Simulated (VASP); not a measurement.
# Mg (Cmce) in VASP: notebook

One crystal, Mg, is run at these levels: PBEsol; tasks: single point, relaxation of cell and atoms.

All numbers are computed with VASP 6.6.1; they aren't measurements. Logs are shortened: lines on timing, memory, paths and dates and some standing lists are left out, and cuts for length are marked.

### Step 1. The crystal as given

The structure is orthorhombic, space group Fmmm (No. 69). Conventional cell: a = 4.298 Å, b = 4.460 Å, c = 4.728 Å, α = 90.00°, β = 90.00°, γ = 90.00°. Mg (site symmetry mmm) has 12 Mg at 3.10 to 3.25 Å as nearest neighbours.

The cell was built by a generator and needn't be a form met in nature.

### Step 2. Single point, PBEsol

INCAR

```
SYSTEM = Mg
  ALGO = Fast
  EDIFF = 1E-6
  ENCUT = 520
  GGA = PS
  ISIF = 2
  ISMEAR = 0
  LASPH = .TRUE.
  LCHARG = .FALSE.
  LREAL = .FALSE.
  LWAVE = .FALSE.
  NBANDS = 12
  NELM = 100
  PREC = Accurate
  SIGMA = 0.1
```

KPOINTS

```
k-points
0
G
  6 6 2
  0 0 0
```

POSCAR

```
Mg
1.0
    2.3641787377     -2.2298834005      0.0000000000
    2.3641787377      2.2298834005      0.0000000000
    0.0000000000      0.0000000000      8.5956094586
Mg
4
Direct
    0.7502698673      0.2497301327      0.1250459050
    0.7497301327      0.2502698673      0.6250459050
    0.2497301327      0.7502698673      0.8749540950
    0.2502698673      0.7497301327      0.3749540950
```

Potentials or basis: VASP PAW PBE potentials, release 64 (Mg).

Command:

```console
$ cat potpaw_PBE.64/Mg/POTCAR > POTCAR
$ mpirun -np 1 vasp_std > vasp.out
```

OUTCAR:

```text
SYSTEM = Mg
   EDIFF = 1E-6
   ENCUT = 520
   GGA = PS
   ISIF = 2
   ISMEAR = 0
   LASPH = .TRUE.
   LREAL = .FALSE.
   NELM = 100
   PREC = Accurate

 ion  position               nearest neighbor table
   1  0.750  0.250  0.125-   3 3.10   4 3.10   4 3.10   3 3.10   4 3.19   4 3.19   3 3.20   3 3.20

   2  0.750  0.250  0.625-   4 3.10   3 3.10   3 3.10   4 3.10   3 3.19   3 3.19   4 3.20   4 3.20

   3  0.250  0.750  0.875-   1 3.10   2 3.10   2 3.10   1 3.10   2 3.19   2 3.19   1 3.20   1 3.20

   4  0.250  0.750  0.375-   2 3.10   1 3.10   1 3.10   2 3.10   1 3.19   1 3.19   2 3.20   2 3.20

  LATTYP: Found a base centered orthorhombic cell.
 ALAT       =     4.4597668010
 B/A-ratio  =     1.0602252733
 C/A-ratio  =     1.9273674706

  Lattice vectors:

 A1 = (  -2.3641787377,  -2.2298834005,   0.0000000000)
 A2 = (   2.3641787377,  -2.2298834005,   0.0000000000)
 A3 = (   0.0000000000,   0.0000000000,   8.5956094586)

Analysis of symmetry for initial positions (statically):
=====================================================================
 Subroutine PRICEL returns:
 Original cell was already a primitive cell.

 Routine SETGRP: Setting up the symmetry group for a
 base centered orthorhombic supercell.

 Subroutine GETGRP returns: Found  8 space group operations
 (whereof  4 operations were pure point group operations)
 out of a pool of  8 trial point group operations.

The static configuration has the point symmetry C_2h.
 The point group associated with its full space group is D_2h.

Analysis of symmetry for dynamics (positions and initial velocities):
=====================================================================
 Subroutine PRICEL returns:
 Original cell was already a primitive cell.

 Routine SETGRP: Setting up the symmetry group for a
 base centered orthorhombic supercell.

 Subroutine GETGRP returns: Found  8 space group operations
 (whereof  4 operations were pure point group operations)
 out of a pool of  8 trial point group operations.

The dynamic configuration has the point symmetry C_2h.
 The point group associated with its full space group is D_2h.

 Subroutine INISYM returns: Found  8 space group operations
 (whereof  4 operations are pure point group operations),
 and found     1 'primitive' translations

----------------------------------------------------------------------------------------

                                     Primitive cell

  volume of cell :      90.6294

  direct lattice vectors                    reciprocal lattice vectors
     2.364178738 -2.229883400  0.000000000     0.211489932 -0.224226971  0.000000000
     2.364178738  2.229883400  0.000000000     0.211489932  0.224226971  0.000000000
     0.000000000  0.000000000  8.595609459     0.000000000  0.000000000  0.116338464

  length of vectors
     3.249880165  3.249880165  8.595609459     0.308229988  0.308229988  0.116338464

  position of ions in fractional coordinates (direct lattice)
     0.750269867  0.249730133  0.125045905
     0.749730133  0.250269867  0.625045905
     0.249730133  0.750269867  0.874954095
     0.250269867  0.749730133  0.374954095

  ion indices of the primitive-cell ions
   primitive index   ion index
                 1           1
                 2           2
                 3           3
                 4           4

----------------------------------------------------------------------------------------

 KPOINTS: k-points

Automatic generation of k-mesh.
 Grid dimensions read from file:
 generate k-points for:    6    6    2

 Generating k-lattice:

  Cartesian coordinates                     Fractional coordinates (reciprocal lattice)
     0.035248322 -0.037371162  0.000000000     0.166666667  0.000000000  0.000000000
     0.035248322  0.037371162  0.000000000     0.000000000  0.166666667  0.000000000
     0.000000000  0.000000000  0.058169232     0.000000000  0.000000000  0.500000000

  Length of vectors
     0.051371665  0.051371665  0.058169232

  Shift w.r.t. Gamma in fractional coordinates (k-lattice)
     0.000000000  0.000000000  0.000000000

 Subroutine IBZKPT returns following result:
 ===========================================

 Found     26 irreducible k-points:

 Following reciprocal coordinates:
            Coordinates               Weight
  0.000000  0.000000  0.000000      1.000000
  0.166667  0.000000  0.000000      4.000000
  0.333333  0.000000  0.000000      4.000000
  0.500000  0.000000  0.000000      2.000000
  0.166667  0.166667  0.000000      2.000000
  0.333333  0.166667  0.000000      4.000000
[... 16 lines left out ...]
  0.333333  0.333333  0.500000      2.000000
  0.500000  0.333333  0.500000      4.000000
 [... further k-points ...]
   k-points           NKPTS =     26   k-points in BZ     NKDIM =     26   number of bands    NBANDS=     12
   number of dos      NEDOS =    301   number of ions     NIONS =      4
   total plane-waves  NPLWV =  36864
   dimension x,y,z NGX =    24 NGY =   24 NGZ =   64
   dimension x,y,z NGXF=    48 NGYF=   48 NGZF=  128
   ions per type =               4
   NGX,Y,Z   is equivalent  to a cutoff of  12.28, 12.28, 12.38 a.u.
   NGXF,Y,Z  is equivalent  to a cutoff of  24.55, 24.55, 24.76 a.u.
 SYSTEM =  Mg
   PREC   = accura    normal or accurate (medium, high low for compatibility)
   ISTART =      0    job   : 0-new  1-cont  2-samecut
   ICHARG =      2    charge: 1-file 2-atom 10-const
   ISPIN  =      1    spin polarized calculation?
   LNONCOLLINEAR =      F non collinear calculations
   LSORBIT =      F    spin-orbit coupling
   LASPH  =      T    aspherical Exc in radial PAW
   ENCUT  =  520.0 eV  38.22 Ry    6.18 a.u.   6.04  6.04 15.98*2*pi/ulx,y,z
   NELM   =    100;   NELMIN=  2; NELMDL= -5     # of ELM steps
   EDIFF  = 0.1E-05   stopping-criterion for ELM
   LREAL  =      F    real-space projection
   EDIFFG = 0.1E-04   stopping-criterion for IOM
   NSW    =      0    number of steps for IOM
   IBRION =     -1    ionic relax: 0-MD 1-quasi-New 2-CG
   NFREE  =      0    steps in history (QN), initial steepest desc. (CG)
   ISIF   =      2    stress and relaxation
   ISYM   =      2    0-nonsym 1-usesym 2-fastsym
   POTIM  = 0.5000    time-step for ionic-motion
   TEBEG  =    0.0;   TEEND  =   0.0 temperature during run
   PSTRESS=    0.0 pullay stress
   NELECT =       8.0000    total number of electrons
   NUPDOWN=      -1.0000    fix difference up-down
   EMIN   =  10.00;   EMAX   =-10.00  energy-range for DOS
   EFERMI =   0.00;   METHOD = LEGACY
   ISMEAR =     0;   SIGMA  =   0.10  broadening in eV -4-tet -1-fermi 0-gaus
   EFERMI_NEDOS =   21; number of points for ismear=-14 and -15
   IALGO  =     68    algorithm
   IMIX   =      4    mixing-type and parameters
     AMIX     =   0.40;   BMIX     =  1.00
     AMIX_MAG =   1.60;   BMIX_MAG =  1.00
  volume/ion in A,a.u.               =      22.66       152.90
  Fermi-wavevector in a.u.,A,eV,Ry     =   0.728923  1.377465  7.229171  0.531329
  Thomas-Fermi vector in A             =   1.820517
   LORBIT       =      0    0 simple, 1 ext, 2 COOP (PROOUT), +10 PAW based schemes
   GGA     = PS    functional components
   LHFCALC =     F    Hartree Fock is set to
   AEXX    =    0.0000 exact exchange contribution
   IVDW    =     0    specifies the selected vdW correction
   LEPSILON=     F    determine dielectric tensor
   LRPA    =     F    only Hartree local field effects (RPA)
 non-spin polarized calculation
 RMM-DIIS sequential band-by-band and
 Gauss-broadening in eV      SIGMA  =   0.10
  energy-cutoff  :      520.00
  volume of cell :       90.63
 maximum number of plane-waves:      2476
   NGX = 13   NGY = 13   NGZ = 31

 number of electron       8.0000000 magnetization

 Free energy of the ion-electron system (eV)
  ---------------------------------------------------
  ext. energy  EPLUGINS =         0.00000000
  ---------------------------------------------------
  free energy    TOTEN  =        -6.85231462 eV

  energy without entropy =       -6.84413618  energy(sigma->0) =       -6.84822540

 E-fermi :   2.6282     XC(G=0):  -8.5760

 val. band max:        2.5753582956   @ k =  -0.3333   0.3333   0.0000
 cond. band min:       2.6432248077   @ k =  -0.3333   0.1667   0.5000
 fundamental gap:      0.0678665120
 Fermi energy:         2.6282200782

 k-point     1 :       0.0000    0.0000    0.0000
  band No.  band energies     occupation
      1      -4.3259      2.00000
      2      -2.3057      2.00000
      3      -2.3036      2.00000
      4       3.0325      0.00000
      5       4.1242      0.00000
      6       8.3445      0.00000
      7       8.9061      0.00000
      8       9.1477      0.00000
      9      10.3481      0.00000
     10      10.3517      0.00000
     11      10.5871      0.00000
     12      10.5897      0.00000

 k-point     2 :       0.1667    0.0000    0.0000
  band No.  band energies     occupation
      1      -3.9284      2.00000
      2      -1.9168      2.00000
      3      -1.9147      2.00000
      4       3.3860      0.00000
      5       4.3392      0.00000
      6       5.3916      0.00000
      7       7.0347      0.00000
      8       7.0373      0.00000
      9       9.2895      0.00000
     10      10.4733      0.00000
     11      10.9870      0.00000
     12      10.9898      0.00000

 k-point     3 :       0.3333    0.0000    0.0000
  band No.  band energies     occupation
      1      -2.7457      2.00000
      2      -0.7605      2.00000
      3      -0.7584      2.00000
      4       1.8245      2.00000
      5       3.7902      0.00000
      6       3.7925      0.00000
      7       4.4495      0.00000
      8       5.8068      0.00000
      9       8.7376      0.00000
     10      10.1884      0.00000
     11      10.2281      0.00000
     12      11.8755      0.00000

 k-point     4 :       0.5000    0.0000    0.0000
  band No.  band energies     occupation
      1      -0.8078      2.00000
      2      -0.8078      2.00000
      3       0.9338      2.00000
      4       0.9338      2.00000
      5       1.3893      2.00000
      6       1.3893      2.00000
      7       6.2311      0.00000
      8       6.2311      0.00000
      9       7.6869      0.00000
     10       7.6869      0.00000
     11      11.7457      0.00000
     12      11.7457      0.00000

 k-point     5 :       0.1667    0.1667    0.0000
  band No.  band energies     occupation
      1      -3.5786      2.00000
      2      -1.5744      2.00000
      3      -1.5723      2.00000
      4       3.6994      0.00000
      5       4.6809      0.00000
      6       5.2098      0.00000
      7       6.9611      0.00000
      8       7.0532      0.00000
      9       7.0561      0.00000
     10       8.4493      0.00000
     11       8.4512      0.00000
     12      12.2044      0.00000
[... 228 lines left out ...]
      1      -1.7658      2.00000
      2      -1.7658      2.00000
      3       2.0161      2.00000
      4       2.0161      2.00000
      5       2.6432      0.83195
      6       2.6432      0.83195
      7       6.3075      0.00000
      8       6.3075      0.00000
      9       6.8672      0.00000
     10       6.8672      0.00000
     11      10.0301      0.00000
     12      10.0301      0.00000

 k-point    22 :      -0.1667    0.1667    0.5000
  band No.  band energies     occupation
      1      -2.9816      2.00000
      2      -2.9816      2.00000
      3       0.9525      2.00000
      4       0.9525      2.00000
      5       5.3327      0.00000
      6       5.3327      0.00000
      7       6.4064      0.00000
      8       6.4064      0.00000
      9       8.9394      0.00000
     10       8.9394      0.00000
     11       9.0671      0.00000
     12       9.0671      0.00000

 k-point    23 :       0.3333    0.3333    0.5000
  band No.  band energies     occupation
      1      -0.8791      2.00000
      2      -0.8791      2.00000
      3       2.9151      0.00005
      4       2.9151      0.00005
      5       3.6439      0.00000
      6       3.6439      0.00000
      7       4.9675      0.00000
      8       4.9675      0.00000
      9       7.3092      0.00000
     10       7.3092      0.00000
     11       7.4476      0.00000
     12       7.4476      0.00000

 k-point    24 :       0.5000    0.3333    0.5000
  band No.  band energies     occupation
      1       0.9196      2.00000
      2       0.9196      2.00000
      3       1.4369      2.00000
      4       1.4369      2.00000
      5       4.7045      0.00000
      6       4.7045      0.00000
      7       4.9250      0.00000
      8       4.9250      0.00000
      9       5.6440      0.00000
     10       5.6440      0.00000
     11       6.3864      0.00000
     12       6.3864      0.00000

 [... further k-points ...]
[... 5 lines left out ...]
  --------------------------------------------------------------------------------------
  -------------------------------------------------------------------------------------
  Total       -0.1303098      0.0933739     -0.1449354      0.0000000      0.0000000      0.0000000
  in kB       -2.3036614      1.6506958     -2.5622178      0.0000000      0.0000000      0.0000000
  external PRESSURE =      -1.0717278 kB  Pullay stress =       0.0000000 kB

 VOLUME and BASIS-vectors are now :
 -----------------------------------------------------------------------------
  energy-cutoff  :      520.00
  volume of cell :       90.63
      direct lattice vectors                 reciprocal lattice vectors
     2.364178738 -2.229883400  0.000000000     0.211489932 -0.224226971  0.000000000
     2.364178738  2.229883400  0.000000000     0.211489932  0.224226971  0.000000000
     0.000000000  0.000000000  8.595609459     0.000000000  0.000000000  0.116338464

 POSITION                                       TOTAL-FORCE (eV/Angst)
 -----------------------------------------------------------------------------------
      2.36418     -1.11615      1.07485         0.000000      0.002597     -0.002293
      2.36418     -1.11374      5.37265         0.000000     -0.002597     -0.002293
      2.36418      1.11615      7.52076         0.000000     -0.002597      0.002293
      2.36418      1.11374      3.22296         0.000000      0.002597      0.002293
 -----------------------------------------------------------------------------------
    total drift:                               -0.000000      0.000000     -0.000000

  FREE ENERGIE OF THE ION-ELECTRON SYSTEM (eV)
  ---------------------------------------------------
  free  energy   TOTEN  =        -6.8523146205 eV

  energy  without entropy=       -6.8441361751  energy(sigma->0) =       -6.84822540
```

Wall time 8.2 s (1 thread of Intel Xeon 6975P-C (Granite Rapids), shared host); peak memory 0.18 GiB.

Results:

- Free energy: -6.8523 eV
- Pressure: -0.1 GPa
- Largest force: 0.003 eV/Å
- Band gap on the k mesh: none (metal or under the smearing width)

Forces in eV/Å, atoms in the order of the input:
```
Mg   0.000  0.003 -0.002
Mg   0.000 -0.003 -0.002
Mg   0.000 -0.003  0.002
Mg   0.000  0.003  0.002
```

Levels at points of the mesh, in eV from the Fermi level:
```tsv
k point	band 1	band 2	band 3	band 4	band 5	band 6	band 7	band 8	band 9
(0.00, 0.00, 0.00)	-6.95	-4.93	-4.93	0.40	1.50	5.72	6.28	6.52	7.72
(0.50, 0.00, 0.00)	-3.44	-3.44	-1.69	-1.69	-1.24	-1.24	3.60	3.60	5.06
(0.50, 0.50, 0.00)	-0.81	-0.11	0.06	0.93	1.03	1.03	1.70	1.70	1.71
(0.00, 0.00, 0.50)	-6.44	-6.44	-2.47	-2.47	5.17	5.17	6.22	6.22	6.70
(0.50, 0.00, 0.50)	-2.95	-2.95	-2.95	-2.95	0.94	0.94	0.94	0.94	8.48
(0.50, 0.50, 0.50)	-0.35	-0.35	0.34	0.34	0.54	0.54	1.37	1.37	3.34
```

Caveat: the k mesh is coarse (spacing up to 0.37 Å⁻¹), so the values aren't converged; the PAW data sets were made with another functional, which shifts forces and pressure a little.

(Continued in part 2 of 2.)
